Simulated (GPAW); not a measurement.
## GPAW run on ZrO2 (Fm-3m, 3 atoms in the cell): self-consistent single point

Method of the run: PBE, GPAW PAW datasets PBE (gpaw-data 1.0.1) (plane waves; GPAW).

The input file:

```python
from ase import Atoms
from ase.units import GPa
from gpaw import GPAW

atoms = Atoms(['Zr', 'O', 'O'],
              cell=[[0.000000, 2.574776, 2.574776],
                    [2.574776, 0.000000, 2.574776],
                    [2.574776, 2.574776, 0.000000]],
              positions=[[0.000000, 0.000000, 0.000000],
                         [1.287388, 1.287388, 1.287388],
                         [3.862164, 3.862164, 3.862164]],
              pbc=True)

calc = GPAW(mode={'name': 'pw', 'ecut': 950},
            xc='PBE',
            kpts={'size': (6, 6, 6), 'gamma': True},
            occupations={'name': 'fermi-dirac', 'width': 0.05},
            nbands=-6,
            convergence={'bands': -4},
            symmetry={'symmorphic': False, 'tolerance': 0.0005},
            maxiter=150)

atoms.calc = calc

energy = atoms.get_potential_energy()
print('Energy (eV):', round(energy, 6))
forces = atoms.get_forces()
print('Forces (eV/Ang):')
print(forces.round(5))
stress = atoms.get_stress()
print('Stress (GPa, Voigt):', (stress / GPa).round(4))
```

Log, with long lists cut:

```
Input parameters:
  convergence: {bands: -4}
  kpts: {gamma: True,
         size: (6, 6, 6)}
  maxiter: 150
  mode: {ecut: 950,
         name: pw}
  nbands: -6
  occupations: {name: fermi-dirac,
                width: 0.05}
  symmetry: {symmorphic: False,
             tolerance: 0.0005}
  xc: PBE

species:
  Zr:
    name: Zirconium
    Z: 40.0
    valence: 12
    core: 28
    charge: 0.0
    file: Zr.PBE.gz

    # Using partial waves for Zr as LCAO basis

  O:
    name: Oxygen
    Z: 8.0
    valence: 6
    core: 2
    charge: 0.0
    file: O.PBE.gz

    # Using partial waves for O as LCAO basis

Reference energy: -101975.275837  # eV

Spin-paired calculation

Convergence criteria:
 Maximum [total energy] change in last 3 cyles: 0.0005 eV / valence electron
 Maximum integral of absolute [dens]ity change: 0.0001 electrons / valence electron
 Maximum integral of absolute [eigenst]ate change: 4e-08 eV^2 / valence electron
 Maximum number of scf [iter]ations: 150

Symmetries present (total): 48
Symmetries with fractional translations: 0
216 k-points: 6 x 6 x 6 Monkhorst-Pack grid + [1/12,1/12,1/12]
16 k-points in the irreducible part of the Brillouin zone
       k-points in crystal coordinates                weights
   0:     0.00000000    0.00000000    0.00000000          1/216
   1:     0.16666667    0.16666667    0.00000000          6/216
   2:     0.16666667    0.16666667    0.16666667          8/216
   [... 7 lines left out ...]
          ...
  15:     0.50000000    0.50000000    0.50000000          4/216

Wave functions: Plane wave expansion
  Cutoff energy: 950.000 eV
  Number of coefficients (min, max): 2229, 2285
  Pulay-stress correction: 0.000000 eV/Ang^3 (de/decut=0.000000)

Occupation numbers: Fermi-Dirac:
  width: 0.0500  # eV

Eigensolver

Densities:
  Coarse grid: 27*27*27 grid
  Fine grid: 54*54*54 grid
  Total Charge: 0.000000

Density mixing:
  Method: separate
  Backend: pulay
  Linear mixing parameter: 0.05
  old densities: 5
  Damping of long wavelength oscillations: 50

Hamiltonian:
  XC and Coulomb potentials evaluated on a 54*54*54 grid
  External potential:
    NoExternalPotential

XC parameters: PBE with 2 nearest neighbor stencil

Number of atoms: 3
Number of atomic orbitals: 21
Number of bands in calculation: 18
Number of valence electrons: 24
Bands to converge: 14

Density initialized from atomic densities
  18 bands from LCAO basis set

Atomic positions and initial magnetic moments

Positions:
   0 Zr     0.000000    0.000000    0.000000    ( 0.0000,  0.0000,  0.0000)
   1 O      1.287388    1.287388    1.287388    ( 0.0000,  0.0000,  0.0000)
   2 O      3.862164    3.862164    3.862164    ( 0.0000,  0.0000,  0.0000)

Unit cell:
           periodic     x           y           z      points  spacing
  1. axis:    yes    0.000000    2.574776    2.574776    27     0.1101
  2. axis:    yes    2.574776    0.000000    2.574776    27     0.1101
  3. axis:    yes    2.574776    2.574776    0.000000    27     0.1101

  Lengths:   3.641283   3.641283   3.641283
  Angles:   60.000000  60.000000  60.000000

Effective grid spacing dv^(1/3) = 0.1201

     iter     time        total  log10-change:
                         energy   eigst   dens
iter:   1 --:--:--   -32.041531   +0.58
iter:   2 --:--:--   -30.891640   -0.52  -0.88
iter:   3 --:--:--   -27.979156   -0.07  -0.93
iter:   4 --:--:--   -28.022957   -0.96  -1.30
iter:   5 --:--:--   -28.024560   -1.44  -1.36
iter:   6 --:--:--   -27.995419   -1.62  -1.95
iter:   7 --:--:--   -28.049812   -1.74  -2.45
iter:   8 --:--:--   -27.992418   -2.06  -1.92
iter:   9 --:--:--   -27.990868   -2.58  -2.49
iter:  10 --:--:--   -27.990992c  -3.48  -3.21
iter:  11 --:--:--   -27.990872c  -4.62  -3.11
iter:  12 --:--:--   -27.990839c  -4.94  -3.29
iter:  13 --:--:--   -27.990841c  -5.86  -3.87
iter:  14 --:--:--   -27.990841c  -6.51  -4.29c
iter:  15 --:--:--   -27.990841c  -7.38  -4.31c
iter:  16 --:--:--   -27.990842c  -7.42c -4.35c

Converged after 16 iterations.

Dipole moment: (-0.000000, -0.000000, -0.000000) |e|*Ang

Energy contributions relative to reference atoms: (reference = -101975.275837)

Kinetic:        +19.071922
Potential:      -24.242729
External:        +0.000000
XC:             -23.464416
Entropy (-ST):   -0.000000
Local:           +0.644381
SIC:             +0.000000
--------------------------
Free energy:    -27.990842
Extrapolated:   -27.990842

Showing only first 2 kpts
 Kpt  Band  Eigenvalues  Occupancy
  0    10      7.20553    2.00000
  0    11      7.20553    2.00000
  0    12     10.98406    0.00000
  0    13     10.98406    0.00000

  1    10      7.23448    2.00000
  1    11      7.23448    2.00000
  1    12     11.26435    0.00000
  1    13     11.59437    0.00000

Fermi level: 8.93149

Gap: 3.260 eV
Transition (v -> c):
  (s=0, k=12, n=11, [0.50, 0.50, 0.00]) -> (s=0, k=0, n=12, [0.00, 0.00, 0.00])
Direct/indirect transitions are different
Direct gap: 3.678 eV
Transition at: (s=0, k=12, n=11, [0.50, 0.50, 0.00])
Energy (eV): -27.990842

Forces in eV/Ang:
  0 Zr    0.00000   -0.00000   -0.00000
  1 O     0.00000    0.00000   -0.00000
  2 O    -0.00000    0.00000    0.00000

Stress tensor:
     0.038057     0.000000     0.000000
     0.000000     0.038057    -0.000000
     0.000000    -0.000000     0.038057
Stress (GPa, Voigt): [ 6.0975  6.0975  6.0975 -0.      0.      0.    ]
```

The run converged in 16 iterations. GPAW prints stress with tension positive.

At such cutoffs GPAW's stress carries a finite-basis (Pulay) error, which enters relaxed cells too; its log prints stress with tension positive.

The starting cell has typed, rounded lattice constants, without a prior relaxation at this level. Its lattice was rescaled by a random factor within 2.5 % of one.
